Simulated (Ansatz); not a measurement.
The reference is BeO in the wurtzite structure (space group P6_3mc, No. 186; a = 2.6905 Å, c = 4.3699 Å). Axes: x lies along a and z along c of the hexagonal cell.

The values are results of r2SCAN, PAW, 500 eV (Ansatz, a program for electronic structure; without spin-orbit coupling), not measurements.

Before the change:

| Property | Value |
|---|---|
| Electron mass | 0.53 mₑ along c, 0.61 mₑ across (at Γ) |

It is then changed as follows: tensile biaxial strain of 2.09 % in the plane normal to [001], as in epitaxy on a mismatched substrate; the out-of-plane cell vector and the atoms relax.

Question: How does this affect the in-plane stress, electron mass and hole mass?

Answer: The mean in-plane stress (compression positive) amounts to -10.6 GPa; the electron mass goes from 0.53 mₑ along c, 0.61 mₑ across (at Γ) to 0.56 mₑ (at Γ); the hole mass amounts to 0.41 mₑ out of plane, 3.0 mₑ in plane (at Γ).

The levels and masses belong to the bands next to the band gap. Masses are band curvatures over ±0.01 Å⁻¹ around the edge. No phonon test of stability was made.
